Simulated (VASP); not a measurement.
# Hf (Im-3m) in VASP: further runs

One crystal, Hf, is run at these levels: r2SCAN; tasks: single point.

All numbers are computed with VASP 6.6.1; they aren't measurements. Logs are shortened: lines on timing, memory, paths and dates and some standing lists are left out, and cuts for length are marked.

### 1 The crystal as given

It takes space group Im-3m (No. 229, cubic). The conventional cell has a = 3.610 Å, b = 3.610 Å, c = 3.610 Å, α = 90.00°, β = 90.00°, γ = 90.00°. Around Hf (site symmetry m-3m) lie 8 Hf at 3.13 Å.

This isn't the form of Hf at room conditions, which is hcp.

### 2 Single point, r2SCAN

Input file INCAR:

```
SYSTEM = Hf
ADDGRID = .False.
ALGO = Normal
EDIFF = 1E-7
ENCUT = 350
ISIF = 2
ISMEAR = 1
LASPH = .True.
LCHARG = .False.
LMIXTAU = .True.
LREAL = .False.
LWAVE = .False.
METAGGA = R2SCAN
NELM = 100
PREC = Accurate
SIGMA = 0.15
```

Input file KPOINTS:

```
k-points
0
Gamma
  9 9 9
  0 0 0
```

Input file POSCAR:

```
Hf
1.0
   -1.8050000000      1.8050000000      1.8050000000
    1.8050000000     -1.8050000000      1.8050000000
    1.8050000000      1.8050000000     -1.8050000000
Hf
1
Direct
    0.0000000000      0.0000000000      0.0000000000
```

Potentials or basis: VASP PAW PBE potentials, release 64 (Hf).

Command:

```bash
$ cat potpaw_PBE.64/Hf/POTCAR > POTCAR
$ mpirun -np 1 vasp_std > vasp.out
```

OUTCAR:

```text
SYSTEM = Hf
   EDIFF = 1E-7
   ENCUT = 350
   ISIF = 2
   ISMEAR = 1
   LASPH = .True.
   LREAL = .False.
   METAGGA = R2SCAN
   NELM = 100
   PREC = Accurate

 Found     35 irreducible k-points:

 Following reciprocal coordinates:
            Coordinates               Weight
  0.000000  0.000000  0.000000      1.000000
  0.111111  0.000000  0.000000     12.000000
  0.222222  0.000000  0.000000     12.000000
  0.333333  0.000000  0.000000     12.000000
  0.444444  0.000000  0.000000     12.000000
  0.111111  0.111111  0.000000     24.000000
   k-points           NKPTS =     35   k-points in BZ     NKDIM =     35   number of bands    NBANDS=      6
   number of dos      NEDOS =    301   number of ions     NIONS =      1
   total plane-waves  NPLWV =   8000
   dimension x,y,z NGX =    20 NGY =   20 NGZ =   20
   dimension x,y,z NGXF=    40 NGYF=   40 NGZF=   40
   ions per type =               1
   NGX,Y,Z   is equivalent  to a cutoff of  10.64, 10.64, 10.64 a.u.
   NGXF,Y,Z  is equivalent  to a cutoff of  21.27, 21.27, 21.27 a.u.
 SYSTEM =  Hf
   PREC   = accura    normal or accurate (medium, high low for compatibility)
   ISTART =      0    job   : 0-new  1-cont  2-samecut
   ICHARG =      2    charge: 1-file 2-atom 10-const
   ISPIN  =      1    spin polarized calculation?
   LNONCOLLINEAR =      F non collinear calculations
   LSORBIT =      F    spin-orbit coupling
   LASPH  =      T    aspherical Exc in radial PAW
   ENCUT  =  350.0 eV  25.72 Ry    5.07 a.u.   4.77  4.77  4.77*2*pi/ulx,y,z
   NELM   =    100;   NELMIN=  2; NELMDL= -5     # of ELM steps
   EDIFF  = 0.1E-06   stopping-criterion for ELM
   LREAL  =      F    real-space projection
[... 7 lines left out ...]
   TEBEG  =    0.0;   TEEND  =   0.0 temperature during run
   PSTRESS=    0.0 pullay stress
   NELECT =       4.0000    total number of electrons
   NUPDOWN=      -1.0000    fix difference up-down
   EMIN   =  10.00;   EMAX   =-10.00  energy-range for DOS
   EFERMI =   0.00;   METHOD = LEGACY
   ISMEAR =     1;   SIGMA  =   0.15  broadening in eV -4-tet -1-fermi 0-gaus
   EFERMI_NEDOS =   21; number of points for ismear=-14 and -15
   IALGO  =     38    algorithm
   IMIX   =      4    mixing-type and parameters
     AMIX     =   0.40;   BMIX     =  1.00
     AMIX_MAG =   1.60;   BMIX_MAG =  1.00
  volume/ion in A,a.u.               =      23.52       158.74
  Fermi-wavevector in a.u.,A,eV,Ry     =   0.906980  1.713943 11.192321  0.822612
  Thomas-Fermi vector in A             =   2.030732
   LORBIT       =      0    0 simple, 1 ext, 2 COOP (PROOUT), +10 PAW based schemes
   METAGGA = R2SCAN    functional components
   LHFCALC =     F    Hartree Fock is set to
   AEXX    =    0.0000 exact exchange contribution
   IVDW    =     0    specifies the selected vdW correction
   LEPSILON=     F    determine dielectric tensor
   LRPA    =     F    only Hartree local field effects (RPA)
 non-spin polarized calculation
 Methfessel and Paxton  Order N= 1 SIGMA  =   0.15
  energy-cutoff  :      350.00
  volume of cell :       23.52
 maximum number of plane-waves:       370
   NGX =  9   NGY =  9   NGZ =  9

 number of electron       4.0000000 magnetization

 Free energy of the ion-electron system (eV)
  ---------------------------------------------------
  ext. energy  EPLUGINS =         0.00000000
  ---------------------------------------------------
  free energy    TOTEN  =       -44.86126232 eV

  energy without entropy =      -44.85846819  energy(sigma->0) =      -44.86033095

 E-fermi :   4.4576     XC(G=0): -11.4443

 val. band max:        4.4527340378   @ k =  -0.2222   0.3333   0.1111
 cond. band min:       4.4731627506   @ k =  -0.4444   0.4444   0.1111
 fundamental gap:      0.0204287128
 Fermi energy:         4.4576180626

 k-point     1 :       0.0000    0.0000    0.0000
  band No.  band energies     occupation
      1      -2.7574      2.00000
      2       6.0905     -0.00000
      3       6.0905     -0.00000
      4       6.0905     -0.00000
      5       8.7397      0.00000
      6       8.7397      0.00000

 k-point     2 :       0.1111    0.0000    0.0000
  band No.  band energies     occupation
      1      -2.3222      2.00000
      2       5.7891     -0.00000
      3       5.9279     -0.00000
      4       6.5172     -0.00000
      5       8.3441      0.00000
      6       8.7410      0.00000

 k-point     3 :       0.2222    0.0000    0.0000
  band No.  band energies     occupation
      1      -1.1461      2.00000
      2       5.1274     -0.00000
      3       5.2343     -0.00000
      4       7.7472      0.00000
      5       8.1930      0.00000
      6       8.8299      0.00000

 k-point     4 :       0.3333    0.0000    0.0000
  band No.  band energies     occupation
      1       0.2737      2.00000
      2       4.4973      0.56898
      3       4.6652     -0.06470
      4       8.5268      0.00000
      5       9.1105      0.00000
      6       9.5936      0.00000

 k-point     5 :       0.4444    0.0000    0.0000
  band No.  band energies     occupation
      1       1.0408      2.00000
      2       4.1352      2.00958
      3       5.0164     -0.00000
      4       8.6257      0.00000
      5       9.4519      0.00000
      6      11.4376      0.00000

 k-point     6 :       0.1111    0.1111    0.0000
  band No.  band energies     occupation
      1      -1.5074      2.00000
      2       5.3784     -0.00000
      3       5.3892     -0.00000
      4       7.3976     -0.00000
      5       7.9420      0.00000
      6       8.9562      0.00000

 [... further k-points ...]
[... 5 lines left out ...]
  --------------------------------------------------------------------------------------
  -------------------------------------------------------------------------------------
  Total       -1.0710744     -1.0710744     -1.0710744     -0.0000000      0.0000000      0.0000000
  in kB      -72.9522378    -72.9522378    -72.9522378     -0.0000000      0.0000000      0.0000000
  external PRESSURE =     -72.9522378 kB  Pullay stress =       0.0000000 kB

 VOLUME and BASIS-vectors are now :
 -----------------------------------------------------------------------------
  energy-cutoff  :      350.00
  volume of cell :       23.52
      direct lattice vectors                 reciprocal lattice vectors
    -1.805000000  1.805000000  1.805000000     0.000000000  0.277008310  0.277008310
     1.805000000 -1.805000000  1.805000000     0.277008310  0.000000000  0.277008310
     1.805000000  1.805000000 -1.805000000     0.277008310  0.277008310  0.000000000

 POSITION                                       TOTAL-FORCE (eV/Angst)
 -----------------------------------------------------------------------------------
      0.00000      0.00000      0.00000        -0.000000      0.000000      0.000000
 -----------------------------------------------------------------------------------
    total drift:                                0.000000      0.000000      0.000000

  FREE ENERGIE OF THE ION-ELECTRON SYSTEM (eV)
  ---------------------------------------------------
  free  energy   TOTEN  =       -44.8612623222 eV

  energy  without entropy=      -44.8584681950  energy(sigma->0) =      -44.86033095
```

stdout:

```text
POSCAR found type information on POSCAR Hf
 POSCAR found :  1 types and       1 ions
 scaLAPACK will be used
 -----------------------------------------------------------------------------
|                                                                             |
|                                                                             |
|     You enforced a specific xc type in the INCAR file but a different       |
|     I HOPE YOU KNOW WHAT YOU ARE DOING!                                     |
|                                                                             |
 -----------------------------------------------------------------------------

 LDA part: xc-table for (None), standard interpolation
 POSCAR, INCAR and KPOINTS ok, starting setup
 FFT: planning ... GRIDC
 FFT: planning ... GRID_SOFT
 FFT: planning ... GRID
 WAVECAR not read
 entering main loop
```

Run time: 26 s. Hardware: 1 thread of Intel Xeon Platinum 8488C (Sapphire Rapids), shared host; peak memory 0.12 GiB.

These settings aren't checked as converged: the numbers below hold their error.

Results:

- Free energy: -44.8613 eV
- Pressure: -7.3 GPa
- Band gap on the k mesh: none (metal or under the smearing width)

Caveat: the PAW data sets were made with another functional, which shifts forces and pressure a little.

### 3 Single point, r2SCAN

INCAR: that of step 2 with these lines changed.

```diff
@@ -4,3 +4,3 @@
 EDIFF = 1E-7
-ENCUT = 350
+ENCUT = 400
 ISIF = 2
```

KPOINTS is that of step 2.

POSCAR is that of step 2.

Potentials or basis: VASP PAW PBE potentials, release 64 (Hf).

Command:

```bash
$ cat potpaw_PBE.64/Hf/POTCAR > POTCAR
$ mpirun -np 1 vasp_std > vasp.out
```

It took 22 s on 1 thread of Intel Xeon Platinum 8488C (Sapphire Rapids), shared host; peak memory 0.12 GiB.

The run converged, but some of its settings lie outside the range that counts as converged, so its numbers aren't taken as properties of the crystal.

What came out:

* Free energy: -44.8609 eV
* Pressure: -7.2 GPa
* Band gap on the k mesh: none (metal or under the smearing width)

Caveat: the PAW data sets were made with another functional, which shifts forces and pressure a little.

### 4 Single point, r2SCAN

INCAR: that of step 3 with these lines changed.

```diff
@@ -4,3 +4,3 @@
 EDIFF = 1E-7
-ENCUT = 400
+ENCUT = 200
 ISIF = 2
```

Input file KPOINTS:

```
k-points
0
Gamma
  13 13 13
  0 0 0
```

POSCAR is that of step 3.

Potentials or basis: VASP PAW PBE potentials, release 64 (Hf).

Command:

```bash
$ cat potpaw_PBE.64/Hf/POTCAR > POTCAR
$ mpirun -np 1 vasp_std > vasp.out
```

OUTCAR:

```text
SYSTEM = Hf
   EDIFF = 1E-7
   ENCUT = 200
   ISIF = 2
   ISMEAR = 1
   LASPH = .True.
   LREAL = .False.
   METAGGA = R2SCAN
   NELM = 100
   PREC = Accurate

 Found     84 irreducible k-points:

 Following reciprocal coordinates:
            Coordinates               Weight
  0.000000  0.000000  0.000000      1.000000
  0.076923  0.000000  0.000000     12.000000
  0.153846  0.000000  0.000000     12.000000
  0.230769  0.000000  0.000000     12.000000
  0.307692  0.000000  0.000000     12.000000
  0.384615  0.000000  0.000000     12.000000
   k-points           NKPTS =     84   k-points in BZ     NKDIM =     84   number of bands    NBANDS=      6
[... 123 lines left out ...]
      4       8.6583      0.00000
      5       9.3015      0.00000
      6      10.5703      0.00000

 [... further k-points ...]
[... 5 lines left out ...]
  --------------------------------------------------------------------------------------
  -------------------------------------------------------------------------------------
  Total       -1.3758703     -1.3758703     -1.3758703     -0.0000000      0.0000000      0.0000000
  in kB      -93.7122700    -93.7122700    -93.7122700     -0.0000000      0.0000000      0.0000000
  external PRESSURE =     -93.7122700 kB  Pullay stress =       0.0000000 kB

 VOLUME and BASIS-vectors are now :
 -----------------------------------------------------------------------------
  energy-cutoff  :      200.00
  volume of cell :       23.52
      direct lattice vectors                 reciprocal lattice vectors
    -1.805000000  1.805000000  1.805000000     0.000000000  0.277008310  0.277008310
     1.805000000 -1.805000000  1.805000000     0.277008310  0.000000000  0.277008310
     1.805000000  1.805000000 -1.805000000     0.277008310  0.277008310  0.000000000

 POSITION                                       TOTAL-FORCE (eV/Angst)
 -----------------------------------------------------------------------------------
      0.00000      0.00000      0.00000        -0.000000      0.000000     -0.000000
 -----------------------------------------------------------------------------------
    total drift:                               -0.000000      0.000000     -0.000000

  FREE ENERGIE OF THE ION-ELECTRON SYSTEM (eV)
  ---------------------------------------------------
  free  energy   TOTEN  =       -44.8714677641 eV

  energy  without entropy=      -44.8702726977  energy(sigma->0) =      -44.87106941
```

OSZICAR:

```text
N       E                     dE             d eps       ncg     rms          rms(c)
DAV:   1    -0.417653610292E+02   -0.41765E+02   -0.82560E+02  1122   0.215E+02
DAV:   2    -0.445388660762E+02   -0.27735E+01   -0.25132E+01  1758   0.282E+01
[... 14 lines left out ...]
DAV:  17    -0.448714774686E+02   -0.51921E-05   -0.15401E-06  1494   0.698E-03    0.106E-02
DAV:  18    -0.448714612684E+02    0.16200E-04   -0.26200E-07  1062   0.395E-03    0.437E-03
DAV:  19    -0.448714692075E+02   -0.79391E-05   -0.60325E-08   510   0.204E-03    0.118E-03
DAV:  20    -0.448714669450E+02    0.22625E-05   -0.27763E-08   504   0.997E-04    0.133E-04
DAV:  21    -0.448714680149E+02   -0.10699E-05   -0.69459E-09   504   0.597E-04    0.573E-05
DAV:  22    -0.448714678248E+02    0.19010E-06   -0.17032E-09   504   0.213E-04    0.896E-05
DAV:  23    -0.448714677641E+02    0.60628E-07   -0.52352E-10   504   0.139E-04
   1 F= -.44871468E+02 E0= -.44871069E+02  d E =-.119507E-02
```

stdout:

```text
POSCAR found type information on POSCAR Hf
 POSCAR found :  1 types and       1 ions
 scaLAPACK will be used
 -----------------------------------------------------------------------------
|                                                                             |
|                                                                             |
|     You enforced a specific xc type in the INCAR file but a different       |
|     I HOPE YOU KNOW WHAT YOU ARE DOING!                                     |
|                                                                             |
 -----------------------------------------------------------------------------

 LDA part: xc-table for (None), standard interpolation
 POSCAR, INCAR and KPOINTS ok, starting setup
 FFT: planning ... GRIDC
 FFT: planning ... GRID_SOFT
 FFT: planning ... GRID
 WAVECAR not read
 entering main loop
```

It took 20 s on 1 thread of Intel Xeon Platinum 8488C (Sapphire Rapids), shared host; peak memory 0.1 GiB.

The run converged, but a check on its numbers failed (symmetry, net force, bounds or a known fault of this set-up), so they aren't taken as properties of the crystal.

Caveat: the cutoff lies under the usual one of these potentials, so the numbers hold a large basis-set error; the PAW data sets were made with another functional, which shifts forces and pressure a little.

### 5 Single point, r2SCAN

INCAR: that of step 4 with these lines changed.

```diff
@@ -4,3 +4,3 @@
 EDIFF = 1E-7
-ENCUT = 200
+ENCUT = 300
 ISIF = 2
```

Input file KPOINTS:

```
k-points
0
Gamma
  11 11 11
  0 0 0
```

POSCAR is that of step 4.

Command:

```bash
$ cat potpaw_PBE.64/Hf/POTCAR > POTCAR
$ mpirun -np 1 vasp_std > vasp.out
```

It took 29 s on 1 thread of Intel Xeon Platinum 8488C (Sapphire Rapids), shared host; peak memory 0.11 GiB.

These settings aren't checked as converged: the numbers below hold their error.

Results:

```yaml
Free_energy: -44.8653 eV
Pressure: -7.8 GPa
Band_gap_on_the_k_mesh: none (metal or under the smearing width)
```

Caveat: the PAW data sets were made with another functional, which shifts forces and pressure a little.

### 6 The reference run

An earlier run on the cell as given: functional PBE; potentials or basis VASP PAW PBE potentials, release 64 (Hf_pv); cutoff 520 eV; k mesh 10 × 10 × 10; occupations fermi-dirac, width 0.05 eV; no spin polarisation.

* Pressure: -5.3 GPa
* Band gap on the k mesh: none (metal or under the smearing width)
